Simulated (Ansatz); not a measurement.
## ZrS₂: what symmetry allows forces and stress to be

```
CELL_PARAMETERS angstrom
3.58989 0.00000 0.00000
-1.79494 3.10893 0.00000
0.00000 0.00000 5.96086
ATOMIC_POSITIONS crystal
Zr 0.00000 0.00000 0.00000
S 0.33333 0.66667 0.27014
S 0.66667 0.33333 0.72986
```

These are results of DFT PBE, scalar-relativistic, plane waves, PAW (Ansatz 0.2.0), not measurements.

Cutoff 420 eV; k points 9×9×6 on the computed 3-atom cell (Γ-centred); Gaussian smearing, width 0.02 eV; no spin polarisation.

This distorted cell has space group P-3m1, with 12 operations.

Question: Without a calculation: in which directions can each atom feel a force?

Answer: A force must be left unchanged by every operation that keeps its atom in place, so it lies in the space that those operations leave fixed. Atoms that the group maps onto each other feel forces of one size.
```
atom site symmetry operations at the site equivalent to atom allowed force (Cartesian)
 Zr1           -3m.                      12                   1                       none
  S2            3m.                       6                   2   along (0.00, 0.00, 1.00)
  S3            3m.                       6                   2   along (0.00, 0.00, 1.00)
```

That leaves 1 independent force component of 9. A relaxation in this cell that keeps the symmetry moves the atoms in these directions alone.

Question: And the stress tensor?

Answer: It must be invariant under the point group, which leaves 2 independent components: yz, xz, xy vanish; xx = yy.

Question: Do the computed values obey this?

Answer: Yes. Forces (eV/Å):
```
Zr1  0.000  0.000  0.000
S2   0.000  0.000 -1.419
S3   0.000  0.000  1.419
```

Stress (GPa, compression positive, xx yy zz yz xz xy): -0.29 -0.29 -8.23 0.00 0.00 0.00. The program imposes the same operations on density, forces and stress, so this confirms the analysis and is no independent test of the calculation.

 The cell holds layers, and where no dispersion correction was added their binding is poorly described.